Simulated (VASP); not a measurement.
# ZrB2 (P6/mmm) in VASP: further runs, part 2 of 2

VASP 6.6.1.

## Step 3: Relaxation of cell and atoms, PBEsol

This run uses another cell than the first one, of 10.09 Å³/atom, 0.984 times its volume.

Contents of INCAR:

```
ALGO     = Normal         # electronic algorithm
EDIFF    = 1E-7           # SCF threshold, eV
EDIFFG   = -0.005         # ionic threshold
ENCUT    = 600            # plane-wave cutoff, eV
GGA      = PS             # functional
IBRION   = 2              # ionic algorithm
ISIF     = 3              # what is computed and relaxed
ISMEAR   = 1              # smearing method
LASPH    = T              # aspherical terms in the spheres
LCHARG   = F              # write CHGCAR
LREAL    = F              # projectors in reciprocal space
LWAVE    = F              # write WAVECAR
NELM     = 80             # most SCF steps
NSW      = 90             # ionic steps
PREC     = Accurate       # precision mode
SIGMA    = 0.1            # smearing width, eV
```

Contents of KPOINTS:

```
k-points
0
Gamma
  15 15 10
```

Contents of POSCAR:

```
ZrB2                                    
1.0
    3.1569733969      0.0000000000      0.0000000000
   -1.5784866984      2.7340191608      0.0000000000
    0.0000000000     -0.0000000000      3.5062987263
  Zr              B             
     1     2
Direct
     0.0000000000000000    0.0000000000000000    0.0000000000000000
     0.3333333300000021    0.6666666699999979    0.5000000000000000
     0.6666666699999979    0.3333333300000021    0.5000000000000000
```

Potentials or basis: VASP PAW PBE potentials, release 64 (Zr_sv, B).

On the command line:

```sh
> cat potpaw_PBE.64/Zr_sv/POTCAR potpaw_PBE.64/B/POTCAR > POTCAR
> mpirun -np 1 vasp_std > vasp.out
```

OUTCAR:

```text
EDIFF = 1E-7
   EDIFFG = -0.005
   ENCUT = 600
   GGA = PS
   IBRION = 2
   ISIF = 3
   ISMEAR = 1
   LASPH = T
   LREAL = F
   NELM = 80
   NSW = 90
   PREC = Accurate

 ion  position               nearest neighbor table
   1  0.000  0.000  0.000-   2 2.53   3 2.53   2 2.53   3 2.53   2 2.53   2 2.53   3 2.53   3 2.53
                             3 2.53   3 2.53   2 2.53   2 2.53
   2  0.333  0.667  0.500-   3 1.82   3 1.82   3 1.82   1 2.53   1 2.53   1 2.53   1 2.53   1 2.53
                             1 2.53
   3  0.667  0.333  0.500-   2 1.82   2 1.82   2 1.82   1 2.53   1 2.53   1 2.53   1 2.53   1 2.53
                             1 2.53

  LATTYP: Found a hexagonal cell.
 ALAT       =     3.1569733969
 C/A-ratio  =     1.1106519712

  Lattice vectors:

 A1 = (   3.1569733969,   0.0000000000,   0.0000000000)
 A2 = (  -1.5784866984,   2.7340191608,   0.0000000000)
 A3 = (   0.0000000000,   0.0000000000,   3.5062987263)

Analysis of symmetry for initial positions (statically):
=====================================================================
 Subroutine PRICEL returns:
 Original cell was already a primitive cell.

 Routine SETGRP: Setting up the symmetry group for a
 hexagonal supercell.

 Subroutine GETGRP returns: Found 24 space group operations
 (whereof 24 operations were pure point group operations)
 out of a pool of 24 trial point group operations.

The static configuration has the point symmetry D_6h.

Analysis of symmetry for dynamics (positions and initial velocities):
=====================================================================
 Subroutine PRICEL returns:
 Original cell was already a primitive cell.

 Routine SETGRP: Setting up the symmetry group for a
 hexagonal supercell.

 Subroutine GETGRP returns: Found 24 space group operations
 (whereof 24 operations were pure point group operations)
 out of a pool of 24 trial point group operations.

The dynamic configuration has the point symmetry D_6h.

 Subroutine INISYM returns: Found 24 space group operations
 (whereof 24 operations are pure point group operations),
 and found     1 'primitive' translations

----------------------------------------------------------------------------------------

                                     Primitive cell

  volume of cell :      30.2637

  direct lattice vectors                    reciprocal lattice vectors
     3.156973397  0.000000000  0.000000000     0.316759084  0.182880942  0.000000000
    -1.578486698  2.734019161  0.000000000     0.000000000  0.365761884  0.000000000
     0.000000000  0.000000000  3.506298726     0.000000000  0.000000000  0.285201028

  length of vectors
     3.156973397  3.156973397  3.506298726     0.365761884  0.365761884  0.285201028

  position of ions in fractional coordinates (direct lattice)
     0.000000000  0.000000000  0.000000000
     0.333333330  0.666666670  0.500000000
     0.666666670  0.333333330  0.500000000

  ion indices of the primitive-cell ions
   primitive index   ion index
                 1           1
                 2           2
                 3           3

----------------------------------------------------------------------------------------

 KPOINTS: k-points

Automatic generation of k-mesh.
[... 48 lines left out ...]
   k-points           NKPTS =    162   k-points in BZ     NKDIM =    162   number of bands    NBANDS=     13
   number of dos      NEDOS =    301   number of ions     NIONS =      3
   total plane-waves  NPLWV =  21952
   dimension x,y,z NGX =    28 NGY =   28 NGZ =   28
   dimension x,y,z NGXF=    56 NGYF=   56 NGZF=   56
   ions per type =               1   2
   NGX,Y,Z   is equivalent  to a cutoff of  14.74, 14.74, 13.28 a.u.
   NGXF,Y,Z  is equivalent  to a cutoff of  29.49, 29.49, 26.55 a.u.
 SYSTEM =  unknown system
   PREC   = accura    normal or accurate (medium, high low for compatibility)
   ISTART =      0    job   : 0-new  1-cont  2-samecut
   ICHARG =      2    charge: 1-file 2-atom 10-const
   ISPIN  =      1    spin polarized calculation?
   LNONCOLLINEAR =      F non collinear calculations
   LSORBIT =      F    spin-orbit coupling
   LASPH  =      T    aspherical Exc in radial PAW
   ENCUT  =  600.0 eV  44.10 Ry    6.64 a.u.   6.31  6.31  7.00*2*pi/ulx,y,z
   NELM   =     80;   NELMIN=  2; NELMDL= -5     # of ELM steps
   EDIFF  = 0.1E-06   stopping-criterion for ELM
   LREAL  =      F    real-space projection
   EDIFFG = -.5E-02   stopping-criterion for IOM
   NSW    =     90    number of steps for IOM
   IBRION =      2    ionic relax: 0-MD 1-quasi-New 2-CG
   NFREE  =      1    steps in history (QN), initial steepest desc. (CG)
   ISIF   =      3    stress and relaxation
   ISYM   =      2    0-nonsym 1-usesym 2-fastsym
   POTIM  = 0.5000    time-step for ionic-motion
   TEBEG  =    0.0;   TEEND  =   0.0 temperature during run
   PSTRESS=    0.0 pullay stress
   NELECT =      18.0000    total number of electrons
   NUPDOWN=      -1.0000    fix difference up-down
   EMIN   =  10.00;   EMAX   =-10.00  energy-range for DOS
   EFERMI =   0.00;   METHOD = LEGACY
   ISMEAR =     1;   SIGMA  =   0.10  broadening in eV -4-tet -1-fermi 0-gaus
   EFERMI_NEDOS =   21; number of points for ismear=-14 and -15
   IALGO  =     38    algorithm
   IMIX   =      4    mixing-type and parameters
     AMIX     =   0.40;   BMIX     =  1.00
     AMIX_MAG =   1.60;   BMIX_MAG =  1.00
  volume/ion in A,a.u.               =      10.09        68.08
  Fermi-wavevector in a.u.,A,eV,Ry     =   1.376761  2.601701 25.789444  1.895471
  Thomas-Fermi vector in A             =   2.501976
   LORBIT       =      0    0 simple, 1 ext, 2 COOP (PROOUT), +10 PAW based schemes
   GGA     = PS    functional components
   LHFCALC =     F    Hartree Fock is set to
   AEXX    =    0.0000 exact exchange contribution
   IVDW    =     0    specifies the selected vdW correction
   LEPSILON=     F    determine dielectric tensor
   LRPA    =     F    only Hartree local field effects (RPA)
 conjugate gradient relaxation of ions
 non-spin polarized calculation
 Methfessel and Paxton  Order N= 1 SIGMA  =   0.10
  energy-cutoff  :      600.00
  volume of cell :       30.26
 maximum number of plane-waves:      1028
 NGX is ok and might be reduce to    28
   NGX = 13   NGY = 13   NGZ = 15

 number of electron      18.0000000 magnetization

 Free energy of the ion-electron system (eV)
  ---------------------------------------------------
  ext. energy  EPLUGINS =         0.00000000
  ---------------------------------------------------
  free energy    TOTEN  =       -26.40626060 eV

  energy without entropy =      -26.40638173  energy(sigma->0) =      -26.40630098

 E-fermi :  10.5603     XC(G=0): -12.6126

 val. band max:       10.4829939400   @ k =   0.0667   0.0667   0.5000
 cond. band min:      10.5984656856   @ k =   0.0667   0.0667   0.4000
 fundamental gap:      0.1154717455
 Fermi energy:        10.5602927683

 k-point     1 :       0.0000    0.0000    0.0000
  band No.  band energies     occupation
      1     -37.8458      2.00000
      2     -16.0827      2.00000
      3     -15.4970      2.00000
      4     -15.4970      2.00000
      5      -2.1638      2.00000
      6       7.9255      2.00000
      7       7.9255      2.00000
      8       7.9558      2.00000
      9       8.3173      2.00000
     10      14.0658      0.00000
     11      14.0658      0.00000
     12      14.9098      0.00000
     13      14.9098      0.00000
[... 354 lines left out ...]
  band No.  band energies     occupation
      1     -37.7113      2.00000
      2     -16.3747      2.00000
      3     -15.9499      2.00000
      4     -15.8822      2.00000
      5       2.2182      2.00000
      6       2.3956      2.00000
      7       5.0385      2.00000
      8       7.1990      2.00000
      9       9.6005      2.00000
     10      10.3575      2.01462
     11      13.3889      0.00000
     12      14.8162      0.00000
     13      17.1026      0.00000

 [... further k-points ...]
[... 5 lines left out ...]
  --------------------------------------------------------------------------------------
  -------------------------------------------------------------------------------------
  Total       -0.0000004     -0.0000004     -0.0056086     -0.0000000     -0.0000000     -0.0000000
  in kB       -0.0000232     -0.0000232     -0.2969234     -0.0000000     -0.0000000     -0.0000000
  external PRESSURE =      -0.0989899 kB  Pullay stress =       0.0000000 kB

 VOLUME and BASIS-vectors are now :
 -----------------------------------------------------------------------------
  energy-cutoff  :      600.00
  volume of cell :       30.26
      direct lattice vectors                 reciprocal lattice vectors
     3.156973397  0.000000000  0.000000000     0.316759084  0.182880942  0.000000000
    -1.578486698  2.734019161  0.000000000     0.000000000  0.365761884  0.000000000
     0.000000000  0.000000000  3.506298726     0.000000000  0.000000000  0.285201028

 POSITION                                       TOTAL-FORCE (eV/Angst)
 -----------------------------------------------------------------------------------
      0.00000      0.00000      0.00000         0.000000      0.000000      0.000000
     -0.00000      1.82268      1.75315         0.000000      0.000000      0.000000
      1.57849      0.91134      1.75315        -0.000000     -0.000000     -0.000000
 -----------------------------------------------------------------------------------
    total drift:                               -0.000000     -0.000000     -0.000000

  FREE ENERGIE OF THE ION-ELECTRON SYSTEM (eV)
  ---------------------------------------------------
  free  energy   TOTEN  =       -26.4062606041 eV

  energy  without entropy=      -26.4063817349  energy(sigma->0) =      -26.40630098

 reached required accuracy - stopping structural energy minimisation
```

It took 31 s on 1 thread of Intel Xeon 6975P-C (Granite Rapids), shared host; peak memory 0.22 GiB.

What came out:

```yaml
Free_energy: -26.4063 eV
Pressure_after_relaxing: 0.0 GPa
Band_gap_on_the_k_mesh: none (metal or under the smearing width)
```

Final structure:
```cif
data_structure
_symmetry_space_group_name_H-M 'P 1'
_symmetry_Int_Tables_number 1
_cell_length_a 3.1570
_cell_length_b 3.1570
_cell_length_c 3.5063
_cell_angle_alpha 90.000
_cell_angle_beta 90.000
_cell_angle_gamma 120.000
_cell_volume 30.26
loop_
_atom_site_label
_atom_site_type_symbol
_atom_site_fract_x
_atom_site_fract_y
_atom_site_fract_z
_atom_site_occupancy
Zr1 Zr 0.00000 0.00000 0.00000 1
B1 B 0.33333 0.66667 0.50000 1
B2 B 0.66667 0.33333 0.50000 1
```

Caveat: the relaxation stopped at its first step, so nothing moved; the PAW data sets were made with another functional, which shifts forces and pressure a little.
